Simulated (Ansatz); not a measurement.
BeO:
```
CELL_PARAMETERS angstrom
      2.69055     0.00000     0.00000
     -1.34528     2.33009     0.00000
      0.00000     0.00000     4.36964
ATOMIC_POSITIONS crystal
  Be 0.33333 0.66667 0.99989
  Be 0.66667 0.33333 0.49989
  O  0.33333 0.66667 0.37761
  O  0.66667 0.33333 0.87761
```

x, y and z are the axes in which the lattice vectors are written.

**Question.** Give the high-frequency dielectric tensor and the Born effective charge tensors of the independent atoms from DFPT, r²SCAN (plane waves, PAW; program Ansatz).

**Answer.** 
ε∞:
```
2.93  0.00  0.00
0.00  2.93  0.00
0.00  0.00  2.98
```
Z* of atom 1 (Be), rows: field, columns: displacement, in e:
```
1.81  0.00  0.00
0.00  1.81  0.00
0.00  0.00  1.87
```
Z* of atom 3 (O), rows: field, columns: displacement, in e:
```
-1.81   0.00   0.00
 0.00  -1.81   0.00
 0.00   0.00  -1.87
```

Static charges for comparison (Bader): Be1 +1.76, O3 -1.76 e. Born charges measure polarisation by displacement and can exceed these by far.

Space group P6_3mc (wurtzite). Symmetry was held in the r²SCAN relaxation; phonons on a q-mesh show no instability.

Potentials: the later of the program's two PAW sets.
